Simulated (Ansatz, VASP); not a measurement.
This is a calculation of NaCl for Ansatz 0.2.0.

File input.yaml:

```yaml
crystal:
  lattice:
    - [0.0, 2.7940632177, 2.7940632177]
    - [2.7940632177, 0.0, 2.7940632177]
    - [2.7940632177, 2.7940632177, 0.0]
  atoms:
    - { symbol: Cl, position: [0.5, 0.5, 0.5] }
    - { symbol: Na, position: [0.0, 0.0, 0.0] }
hamiltonian:
  xc: pbe
  pseudopotentials: { kind: paw }
kpoints:
  mp_grid: { grid: [8, 8, 8] }
scf:
  occupations: { method: fermi_dirac, width: 0.05 }
output:
  forces: true
  stress: true
  eigenvalues: true
relax:
  f_tol: 0.01
  max_steps: 40
  cell: { stress_tol: 0.05 }
```

Potentials or basis: Ansatz PAW.

Command:

```console
$ ansatz run input.yaml --threads 2 --pin off --max-ram 5632MiB --backend cpu --events-out ev --progress --plain --runs-dir out
```

Question: Set up the same calculation for VASP 6.6.1. Potentials there: VASP PAW PBE potentials, release 64 (Cl, Na_pv).

Answer: As run (the cutoff follows the program's own potentials):

INCAR

```
PREC = Accurate ; ENCUT = 600
EDIFF = 1E-6 ; ISMEAR = -1
SIGMA = 0.05 ; LREAL = False
LASPH = True ; NELM = 60
ALGO = Normal ; ISIF = 3
LWAVE = False ; LCHARG = False
GGA = PE ; IBRION = 2
NSW = 60 ; EDIFFG = -0.01
```

The input KPOINTS:

```
regular mesh
0
Gamma
  8 8 8
```

File POSCAR:

```
NaCl
1.0
    0.0000000000      2.7940632177      2.7940632177
    2.7940632177      0.0000000000      2.7940632177
    2.7940632177      2.7940632177      0.0000000000
Cl Na
1 1
Direct
    0.5000000000      0.5000000000      0.5000000000
    0.0000000000      0.0000000000      0.0000000000
```

Potentials or basis: VASP PAW PBE potentials, release 64 (Cl, Na_pv).

The run is started by

```sh
$ cat potpaw_PBE.64/Cl/POTCAR potpaw_PBE.64/Na_pv/POTCAR > POTCAR
$ mpirun -np 1 vasp_std > vasp.out
```

Both were run:

|  | VASP | Ansatz | Ansatz less VASP |
| --- | --- | --- | --- |
| gap on the k mesh at the Fermi level, each at its own relaxed structure (eV) | 4.99 | 5.00 | +0.012 |
| relaxed volume (Å³/atom) | 23.13 | 23.06 | -0.075 |
| relaxed cell length with the largest relative difference (Å) | 4.030 | 4.025 | -0.0044 |
| energy change over the relaxation (meV/atom) | -6 | -6 | 0.0 |

The two sets of potentials don't hold the same shells in valence.

Caveats: the plane-wave basis is chosen anew once the cell has moved, so the energies of steps on either side of that aren't comparable (Ansatz). A k mesh can miss the band edges. A hybrid or GW would open this gap; PBE tends to underestimate it.
